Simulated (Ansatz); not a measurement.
System: PbTe (rock salt type), 2 atoms in the cell.

```
CELL_PARAMETERS angstrom
0.00000 3.28500 3.28500
3.28500 0.00000 3.28500
3.28500 3.28500 0.00000
ATOMIC_POSITIONS crystal
Pb 0.00000 0.00000 0.00000
Te 0.50000 0.50000 0.50000
```

Code and potentials: Ansatz PAW hard set, 700 eV. Settings of the plain PBE run: k-mesh 6×6×6 Γ-centred; Fermi–Dirac smearing of 0.02 eV; no spin polarisation; no spin–orbit coupling.

Plain PBE gives:

```json
{
  "Pressure": "0.00 GPa",
  "Gap on the mesh": "0.83 eV"
}
```

Problem. What changes under PBE with spin–orbit coupling?

Solution. The pressure drops by 0.12 GPa to -0.12 GPa; gap on the mesh: no clear gap.

Problem. What changes under r²SCAN?

Solution. The pressure decreases by 0.63 GPa to -0.63 GPa; the gap goes up by 0.30 eV to 1.13 eV.

The stress includes the program's correction for the finite plane-wave basis.

A gap read on the mesh is an upper bound of this method's gap, since the mesh can miss a band edge. The k-mesh is modest, so these values aren't fully converged in k. Potentials made with PBE were used with another functional (at least in: Ansatz PAW hard set, 700 eV (r²SCAN)). Semilocal functionals give gaps that mostly lie well below measured ones.
